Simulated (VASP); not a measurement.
# KI (Pm-3m) in VASP: density of states with PBE

Aim: the density of states of KI with PBE.

Program: VASP 6.6.1. These are calculated values, not measurements. Logs are shortened: lines on timing, memory, paths and dates and some standing lists are left out, and cuts for length are marked.

### 1 The crystal as given

The structure is cubic, space group Pm-3m (No. 221). Conventional cell: a = 4.434 Å, b = 4.434 Å, c = 4.434 Å, α = 90.00°, β = 90.00°, γ = 90.00°. K (site symmetry m-3m) has 8 I at 3.84 Å as nearest neighbours. I (site symmetry m-3m) has 8 K at 3.84 Å as nearest neighbours.

The cell was built by a generator and needn't be a form met in nature.

### 2 Density of states, PBE

Contents of POSCAR:

```
KI
1.0
    4.4335410000      0.0000000000      0.0000000000
    0.0000000000      4.4335410000      0.0000000000
    0.0000000000      0.0000000000      4.4335410000
K I
1 1
Direct
    0.0000000000      0.0000000000      0.0000000000
    0.5000000000      0.5000000000      0.5000000000
```

Contents of INCAR.step1:

```
ALGO = Fast
EDIFF = 1E-6
ENCUT = 520
GGA = PE
ISIF = 2
ISMEAR = -1
LASPH = True
LCHARG = True
LREAL = False
LWAVE = False
NBANDS = 15
NELM = 100
PREC = Accurate
SIGMA = 0.1
```

Contents of KPOINTS.step1:

```
k-points
0
Gamma
  6 6 6
```

Contents of INCAR.step2:

```
ALGO = Fast
EDIFF = 1E-6
ENCUT = 520
GGA = PE
ICHARG = 11
ISIF = 2
ISMEAR = -5
LASPH = True
LCHARG = False
LORBIT = 11
LREAL = False
LWAVE = False
NEDOS = 2001
NELM = 100
PREC = Accurate
SIGMA = 0.1
```

Contents of KPOINTS.step2:

```
k-points
0
Gamma
  9 9 9
```

Potentials or basis: VASP PAW PBE potentials, release 64 (K_sv, I).

Run with:

```console
$ cat potpaw_PBE.64/K_sv/POTCAR potpaw_PBE.64/I/POTCAR > POTCAR
$ cp INCAR.step1 INCAR
$ cp KPOINTS.step1 KPOINTS
$ mpirun -np 1 vasp_std > vasp.out
$ cp INCAR.step2 INCAR
$ cp KPOINTS.step2 KPOINTS
$ mpirun -np 1 vasp_std > vasp.out
```

OUTCAR:

```text
EDIFF = 1E-6
   ENCUT = 520
   GGA = PE
   ICHARG = 11
   ISIF = 2
   ISMEAR = -5
   LASPH = True
   LORBIT = 11
   LREAL = False
   NELM = 100
   PREC = Accurate

 ion  position               nearest neighbor table
   1  0.000  0.000  0.000-
   2  0.500  0.500  0.500-

  LATTYP: Found a simple cubic cell.
 ALAT       =     4.4335410000

  Lattice vectors:

 A1 = (   4.4335410000,   0.0000000000,   0.0000000000)
 A2 = (   0.0000000000,   4.4335410000,   0.0000000000)
 A3 = (   0.0000000000,   0.0000000000,   4.4335410000)

Analysis of symmetry for initial positions (statically):
=====================================================================
 Subroutine PRICEL returns:
 Original cell was already a primitive cell.

 Routine SETGRP: Setting up the symmetry group for a
 simple cubic supercell.

 Subroutine GETGRP returns: Found 48 space group operations
 (whereof 48 operations were pure point group operations)
 out of a pool of 48 trial point group operations.

The static configuration has the point symmetry O_h .

Analysis of symmetry for dynamics (positions and initial velocities):
=====================================================================
 Subroutine PRICEL returns:
 Original cell was already a primitive cell.

 Routine SETGRP: Setting up the symmetry group for a
 simple cubic supercell.

 Subroutine GETGRP returns: Found 48 space group operations
 (whereof 48 operations were pure point group operations)
 out of a pool of 48 trial point group operations.

The dynamic configuration has the point symmetry O_h .

 Subroutine INISYM returns: Found 48 space group operations
 (whereof 48 operations are pure point group operations),
 and found     1 'primitive' translations

----------------------------------------------------------------------------------------

                                     Primitive cell

  volume of cell :      87.1469

  direct lattice vectors                    reciprocal lattice vectors
     4.433541000  0.000000000  0.000000000     0.225553344  0.000000000  0.000000000
     0.000000000  4.433541000  0.000000000     0.000000000  0.225553344  0.000000000
     0.000000000  0.000000000  4.433541000     0.000000000  0.000000000  0.225553344

  length of vectors
     4.433541000  4.433541000  4.433541000     0.225553344  0.225553344  0.225553344

  position of ions in fractional coordinates (direct lattice)
     0.000000000  0.000000000  0.000000000
     0.500000000  0.500000000  0.500000000

  ion indices of the primitive-cell ions
   primitive index   ion index
                 1           1
                 2           2

----------------------------------------------------------------------------------------

 KPOINTS: k-points

Automatic generation of k-mesh.
 Grid dimensions read from file:
 generate k-points for:    9    9    9

 Generating k-lattice:

  Cartesian coordinates                     Fractional coordinates (reciprocal lattice)
     0.025061483  0.000000000  0.000000000     0.111111111  0.000000000  0.000000000
     0.000000000  0.025061483  0.000000000     0.000000000  0.111111111  0.000000000
     0.000000000  0.000000000  0.025061483     0.000000000  0.000000000  0.111111111

  Length of vectors
     0.025061483  0.025061483  0.025061483

  Shift w.r.t. Gamma in fractional coordinates (k-lattice)
     0.000000000  0.000000000  0.000000000

 TETIRR: Found    353 inequivalent tetrahedra from     4374

 Subroutine IBZKPT returns following result:
 ===========================================

 Found     35 irreducible k-points:

 Following reciprocal coordinates:
            Coordinates               Weight
  0.000000  0.000000  0.000000      1.000000
  0.111111  0.000000  0.000000      6.000000
  0.222222  0.000000  0.000000      6.000000
  0.333333  0.000000  0.000000      6.000000
  0.444444  0.000000  0.000000      6.000000
  0.111111  0.111111  0.000000     12.000000
[... 16 lines left out ...]
  0.333333  0.333333  0.111111     24.000000
  0.444444  0.333333  0.111111     48.000000
 [... further k-points ...]
   k-points           NKPTS =     35   k-points in BZ     NKDIM =     35   number of bands    NBANDS=     12
   number of dos      NEDOS =   2001   number of ions     NIONS =      2
   total plane-waves  NPLWV =  46656
   dimension x,y,z NGX =    36 NGY =   36 NGZ =   36
   dimension x,y,z NGXF=    72 NGYF=   72 NGZF=   72
   ions per type =               1   1
   NGX,Y,Z   is equivalent  to a cutoff of  13.50, 13.50, 13.50 a.u.
   NGXF,Y,Z  is equivalent  to a cutoff of  27.00, 27.00, 27.00 a.u.
 SYSTEM =  unknown system
   PREC   = accura    normal or accurate (medium, high low for compatibility)
   ISTART =      0    job   : 0-new  1-cont  2-samecut
   ICHARG =     11    charge: 1-file 2-atom 10-const
   ISPIN  =      1    spin polarized calculation?
   LNONCOLLINEAR =      F non collinear calculations
   LSORBIT =      F    spin-orbit coupling
   LASPH  =      T    aspherical Exc in radial PAW
   ENCUT  =  520.0 eV  38.22 Ry    6.18 a.u.   8.24  8.24  8.24*2*pi/ulx,y,z
   NELM   =    100;   NELMIN=  2; NELMDL=  0     # of ELM steps
   EDIFF  = 0.1E-05   stopping-criterion for ELM
   LREAL  =      F    real-space projection
   EDIFFG = 0.1E-04   stopping-criterion for IOM
   NSW    =      0    number of steps for IOM
   IBRION =     -1    ionic relax: 0-MD 1-quasi-New 2-CG
   NFREE  =      0    steps in history (QN), initial steepest desc. (CG)
   ISIF   =      2    stress and relaxation
   ISYM   =      2    0-nonsym 1-usesym 2-fastsym
   POTIM  = 0.5000    time-step for ionic-motion
   TEBEG  =    0.0;   TEEND  =   0.0 temperature during run
   PSTRESS=    0.0 pullay stress
   NELECT =      16.0000    total number of electrons
   NUPDOWN=      -1.0000    fix difference up-down
   EMIN   =  10.00;   EMAX   =-10.00  energy-range for DOS
   EFERMI =   0.00;   METHOD = LEGACY
   ISMEAR =    -5;   SIGMA  =   0.10  broadening in eV -4-tet -1-fermi 0-gaus
   EFERMI_NEDOS =   21; number of points for ismear=-14 and -15
   IALGO  =     68    algorithm
   IMIX   =      4    mixing-type and parameters
     AMIX     =   0.40;   BMIX     =  1.00
     AMIX_MAG =   1.60;   BMIX_MAG =  1.00
  volume/ion in A,a.u.               =      43.57       294.05
  Fermi-wavevector in a.u.,A,eV,Ry     =   0.930459  1.758313 11.779308  0.865755
  Thomas-Fermi vector in A             =   2.056850
   LORBIT       =     11    0 simple, 1 ext, 2 COOP (PROOUT), +10 PAW based schemes
   GGA     = PE    functional components
   LHFCALC =     F    Hartree Fock is set to
   AEXX    =    0.0000 exact exchange contribution
   IVDW    =     0    specifies the selected vdW correction
   LEPSILON=     F    determine dielectric tensor
   LRPA    =     F    only Hartree local field effects (RPA)
 non-spin polarized calculation
 RMM-DIIS sequential band-by-band and
 Fermi weights with tetrahedron method with Bloechl corrections
  energy-cutoff  :      520.00
  volume of cell :       87.15
 maximum number of plane-waves:      2370
 NGX is ok and might be reduce to    36

 number of electron      15.9999998 magnetization

 Free energy of the ion-electron system (eV)
  ---------------------------------------------------
  ext. energy  EPLUGINS =         0.00000000
  ---------------------------------------------------
  free energy    TOTEN  =        -5.41514460 eV

  energy without entropy =       -5.41514460  energy(sigma->0) =       -5.41514460

 E-fermi :   0.2682     XC(G=0):  -7.3175

 val. band max:        0.2670390720   @ k =   0.4444   0.4444   0.0000
 cond. band min:       3.3864466119   @ k =   0.0000   0.0000   0.0000
 fundamental gap:      3.1194075399
 Fermi energy:         0.2681944419

 k-point     1 :       0.0000    0.0000    0.0000
  band No.  band energies     occupation
      1     -29.2068      2.00000
      2     -12.6575      2.00000
      3     -12.6575      2.00000
      4     -12.6575      2.00000
      5     -10.6423      2.00000
      6      -0.0271      2.00000
      7      -0.0271      2.00000
      8      -0.0271      2.00000
      9       3.3864      0.00000
     10       5.2171      0.00000
     11       5.2171      0.00000
     12       8.5373      0.00000

 k-point     2 :       0.1111    0.0000    0.0000
  band No.  band energies     occupation
      1     -29.2065      2.00000
      2     -12.6697      2.00000
      3     -12.6567      2.00000
      4     -12.6567      2.00000
      5     -10.6188      2.00000
      6      -0.3014      2.00000
      7      -0.0180      2.00000
      8      -0.0180      2.00000
      9       3.6596      0.00000
     10       5.2993      0.00000
     11       5.4656      0.00000
     12       8.5029      0.00000

 k-point     3 :       0.2222    0.0000    0.0000
  band No.  band energies     occupation
      1     -29.2057      2.00000
      2     -12.6997      2.00000
      3     -12.6545      2.00000
      4     -12.6545      2.00000
      5     -10.5590      2.00000
      6      -0.8559      2.00000
      7       0.0051      2.00000
      8       0.0051      2.00000
      9       4.2349      0.00000
     10       5.5431      0.00000
     11       6.1037      0.00000
     12       8.4222      0.00000
[... 286 lines left out ...]
 k-point    23 :       0.3333    0.3333    0.1111
  band No.  band energies     occupation
      1     -29.2023      2.00000
      2     -12.7116      2.00000
      3     -12.6994      2.00000
      4     -12.6547      2.00000
      5     -10.4070      2.00000
      6      -1.0958      2.00000
      7      -0.9490      2.00000
      8      -0.0319      2.00000
      9       5.1371      0.00000
     10       6.1358      0.00000
     11       7.0150      0.00000
     12       7.2159      0.00000

 k-point    24 :       0.4444    0.3333    0.1111
  band No.  band energies     occupation
      1     -29.2017      2.00000
      2     -12.7213      2.00000
      3     -12.6984      2.00000
      4     -12.6531      2.00000
      5     -10.3850      2.00000
      6      -1.2707      2.00000
      7      -0.9276      2.00000
      8       0.0124      2.00000
      9       4.8575      0.00000
     10       6.2822      0.00000
     11       6.8675      0.00000
     12       7.1831      0.00000

 [... further k-points ...]

------------------------ aborting loop because EDIFF is reached ----------------------------------------

  FORCE on cell =-STRESS in cart. coord.  units (eV):
  Direction    XX          YY          ZZ          XY          YZ          ZX
  --------------------------------------------------------------------------------------
  -------------------------------------------------------------------------------------
  Total       -0.3619338     -0.3619338     -0.3619338      0.0000000      0.0000000      0.0000000
  in kB       -6.6540734     -6.6540734     -6.6540734      0.0000000      0.0000000      0.0000000
  external PRESSURE =      -6.6540734 kB  Pullay stress =       0.0000000 kB

 VOLUME and BASIS-vectors are now :
 -----------------------------------------------------------------------------
  energy-cutoff  :      520.00
  volume of cell :       87.15
      direct lattice vectors                 reciprocal lattice vectors
     4.433541000  0.000000000  0.000000000     0.225553344  0.000000000  0.000000000
     0.000000000  4.433541000  0.000000000     0.000000000  0.225553344  0.000000000
     0.000000000  0.000000000  4.433541000     0.000000000  0.000000000  0.225553344

 POSITION                                       TOTAL-FORCE (eV/Angst)
 -----------------------------------------------------------------------------------
      0.00000      0.00000      0.00000         0.000000      0.000000      0.000000
      2.21677      2.21677      2.21677         0.000000      0.000000      0.000000
 -----------------------------------------------------------------------------------
    total drift:                               -0.000000      0.000000      0.000000

  FREE ENERGIE OF THE ION-ELECTRON SYSTEM (eV)
  ---------------------------------------------------
  free  energy   TOTEN  =        -5.4151445974 eV

  energy  without entropy=       -5.4151445974  energy(sigma->0) =       -5.41514460

 total charge

# of ion       s       p       d       tot
------------------------------------------
    1        1.953   5.572   0.015   7.540
    2        1.496   2.827   0.002   4.324
--------------------------------------------------
tot          3.449   8.399   0.017  11.865
```

It took 64 s on 1 thread of Intel Xeon Platinum 8259CL at 2.50GHz (Skylake/Cascade Lake), shared host; peak memory 0.21 GiB.

What came out:

| Property | Result |
| --- | --- |
| Valence electrons inside the program's atomic spheres | K 7.54; I 4.32 |

States per cell in windows of 1 eV (zero at the valence-band top; states under -8 eV left out):
```csv
from (eV),total,I2_p,K1_d,I2_d,K1_p,K1_s,I2_s
-8.0,0.00,0.00,0.00,0.00,0.00,0.00,0.00
-7.0,0.00,0.00,0.00,0.00,0.00,0.00,0.00
-6.0,0.00,0.00,0.00,0.00,0.00,0.00,0.00
-5.0,0.00,0.00,0.00,0.00,0.00,0.00,0.00
-4.0,0.00,0.00,0.00,0.00,0.00,0.00,0.00
-3.0,0.00,0.00,0.00,0.00,0.00,0.00,0.00
-2.0,2.89,1.24,0.01,0.00,0.02,0.01,0.00
-1.0,3.07,1.57,0.01,0.00,0.01,0.00,0.00
0.0,0.00,0.00,0.00,0.00,0.00,0.00,0.00
1.0,0.00,0.00,0.00,0.00,0.00,0.00,0.00
2.0,0.00,0.00,0.00,0.00,0.00,0.00,0.00
3.0,0.08,0.00,0.00,0.00,0.00,0.00,0.01
4.0,1.09,0.05,0.04,0.03,0.01,0.06,0.03
5.0,2.85,0.08,0.31,0.10,0.07,0.04,0.05
6.0,2.49,0.11,0.45,0.10,0.06,0.02,0.02
7.0,1.40,0.05,0.38,0.08,0.01,0.00,0.01
```

Spin-orbit coupling is left out, which matters for the levels of I.
